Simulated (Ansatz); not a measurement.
# TiO2: the cost of one run

Program: Ansatz 0.2.0. Level of theory: DFT PBE, scalar-relativistic, plane waves, PAW. These are calculated values, not measurements.

## 1. Starting point

Symmetry: C2/m, No. 12, monoclinic system. Conventional cell: a = 12.307 Å, b = 3.767 Å, c = 6.616 Å, α = 90.00°, β = 106.95°, γ = 90.00°. Ti (site symmetry m) is surrounded by 5 O at 1.78 to 2.03 Å. Around Ti (site symmetry m) lie 6 O at 1.86 to 2.16 Å. Around O (site symmetry m) lie 3 Ti at 1.86 to 2.16 Å. O (site symmetry m) is surrounded by 3 Ti at 1.94 to 2.03 Å. O (site symmetry m) has 2 Ti at 1.78 to 1.87 Å in its first shell of neighbours. Around O (site symmetry m) lie 3 Ti at 1.96 to 2.16 Å.

Structure file:

```
CELL_PARAMETERS angstrom
0.00000 -7.53387 0.00000
-4.22525 -1.88347 -6.32897
8.08190 -1.88347 -6.32897
ATOMIC_POSITIONS crystal
Ti 0.17906 0.83717 0.44660
Ti 0.67906 0.83717 0.44660
Ti 0.42906 0.33717 0.94659
Ti 0.92906 0.33717 0.94659
Ti 0.17760 0.54487 0.74473
Ti 0.42760 0.04487 0.24473
Ti 0.67760 0.54487 0.74473
Ti 0.92760 0.04487 0.24473
Ti 0.07094 0.66283 0.05341
Ti 0.57094 0.66283 0.05341
Ti 0.32094 0.16283 0.55341
Ti 0.82094 0.16283 0.55341
Ti 0.07240 0.95513 0.75527
Ti 0.32240 0.45513 0.25527
Ti 0.57240 0.95513 0.75527
Ti 0.82240 0.45513 0.25527
O 0.09249 0.75666 0.87336
O 0.34249 0.25666 0.37336
O 0.59249 0.75666 0.87336
O 0.84249 0.25666 0.37336
O 0.17665 0.00863 0.28477
O 0.67665 0.00863 0.28477
O 0.42665 0.50863 0.78477
O 0.92665 0.50863 0.78477
O 0.00118 0.86484 0.13046
O 0.50118 0.86483 0.13046
O 0.25118 0.36483 0.63046
O 0.75118 0.36483 0.63046
O 0.15751 0.74334 0.62664
O 0.40751 0.24334 0.12664
O 0.65751 0.74334 0.62664
O 0.90751 0.24334 0.12664
O 0.08687 0.08974 0.56276
O 0.33687 0.58974 0.06276
O 0.58688 0.08974 0.56276
O 0.83688 0.58974 0.06276
O 0.24882 0.63516 0.36954
O 0.74882 0.63517 0.36954
O 0.49882 0.13517 0.86954
O 0.99882 0.13517 0.86954
O 0.16312 0.41026 0.93724
O 0.41313 0.91026 0.43724
O 0.66312 0.41026 0.93724
O 0.91312 0.91026 0.43724
O 0.07335 0.49137 0.21523
O 0.57335 0.49137 0.21523
O 0.32335 0.99137 0.71523
O 0.82335 0.99137 0.71523
```

The runs take a perfect supercell of 48 atoms; the defect goes to fractional position (0.092, 0.757, 0.873).

## 2. The perfect supercell

input.yaml

```yaml
crystal:
  lattice:
    - [0.0, -7.533873, 0.0]
    - [-4.225251, -1.883468, -6.328967]
    - [8.081903, -1.883468, -6.328967]
  atoms:
    - { symbol: Ti, position: [0.17906, 0.837166, 0.446595] }
    - { symbol: Ti, position: [0.67906, 0.837166, 0.446595] }
    - { symbol: Ti, position: [0.42906, 0.337166, 0.946595] }
    - { symbol: Ti, position: [0.92906, 0.337166, 0.946595] }
    - { symbol: Ti, position: [0.1776, 0.544871, 0.74473] }
    - { symbol: Ti, position: [0.4276, 0.044871, 0.24473] }
    - { symbol: Ti, position: [0.6776, 0.544871, 0.74473] }
    - { symbol: Ti, position: [0.9276, 0.044871, 0.24473] }
    - { symbol: Ti, position: [0.07094, 0.662834, 0.053405] }
    - { symbol: Ti, position: [0.570941, 0.662832, 0.053405] }
    - { symbol: Ti, position: [0.32094, 0.162834, 0.553405] }
    - { symbol: Ti, position: [0.82094, 0.162834, 0.553405] }
    - { symbol: Ti, position: [0.0724, 0.955129, 0.75527] }
    - { symbol: Ti, position: [0.3224, 0.455129, 0.25527] }
    - { symbol: Ti, position: [0.5724, 0.955129, 0.75527] }
    - { symbol: Ti, position: [0.8224, 0.455129, 0.25527] }
    - { symbol: O, position: [0.092495, 0.756657, 0.873363] }
    - { symbol: O, position: [0.342495, 0.256657, 0.373363] }
    - { symbol: O, position: [0.592495, 0.756657, 0.873363] }
    - { symbol: O, position: [0.842495, 0.256657, 0.373363] }
    - { symbol: O, position: [0.176651, 0.008628, 0.284768] }
    - { symbol: O, position: [0.676651, 0.008629, 0.284768] }
    - { symbol: O, position: [0.426651, 0.508629, 0.784768] }
    - { symbol: O, position: [0.926651, 0.508629, 0.784767] }
    - { symbol: O, position: [0.001177, 0.864835, 0.130457] }
    - { symbol: O, position: [0.501177, 0.864834, 0.130457] }
    - { symbol: O, position: [0.251177, 0.364834, 0.630457] }
    - { symbol: O, position: [0.751177, 0.364834, 0.630457] }
    - { symbol: O, position: [0.157505, 0.743343, 0.626637] }
    - { symbol: O, position: [0.407505, 0.243342, 0.126637] }
    - { symbol: O, position: [0.657505, 0.743342, 0.626637] }
    - { symbol: O, position: [0.907505, 0.243342, 0.126637] }
    - { symbol: O, position: [0.086875, 0.089738, 0.562762] }
    - { symbol: O, position: [0.336875, 0.589738, 0.062762] }
    - { symbol: O, position: [0.586875, 0.089738, 0.562762] }
    - { symbol: O, position: [0.836875, 0.589739, 0.062761] }
    - { symbol: O, position: [0.248823, 0.635165, 0.369543] }
    - { symbol: O, position: [0.748823, 0.635166, 0.369543] }
    - { symbol: O, position: [0.498823, 0.135165, 0.869543] }
    - { symbol: O, position: [0.998823, 0.135165, 0.869543] }
    - { symbol: O, position: [0.163125, 0.410261, 0.937239] }
    - { symbol: O, position: [0.413125, 0.910261, 0.437239] }
    - { symbol: O, position: [0.663125, 0.410261, 0.937239] }
    - { symbol: O, position: [0.913125, 0.910261, 0.437239] }
    - { symbol: O, position: [0.073349, 0.491372, 0.215232] }
    - { symbol: O, position: [0.573349, 0.491371, 0.215232] }
    - { symbol: O, position: [0.323349, 0.991371, 0.715232] }
    - { symbol: O, position: [0.823349, 0.991371, 0.715233] }
basis:
  ecutwfc: 420
  fft_grid_basis: typed
kpoints:
  mp_grid: { grid: [2, 2, 1] }
hamiltonian:
  xc: pbe
  pseudopotentials: { kind: paw }
scf:
  occupations: { method: gaussian, width: 0.05 }
output:
  forces: true
  stress: false
  eigenvalues: true
  bader: false
  write_density: true
  volumetric_format: npy
```

Launch:

```console
$ ansatz run input.yaml --threads 4 --pin off --max-ram 10240MiB --backend cpu --events-out ev --progress --plain --runs-dir out
```

**Question.** How long does this run take on 4 threads of Arm Neoverse V2, shared host, and how much memory does it need?

About 13 s, with a peak of 2.6 GiB.
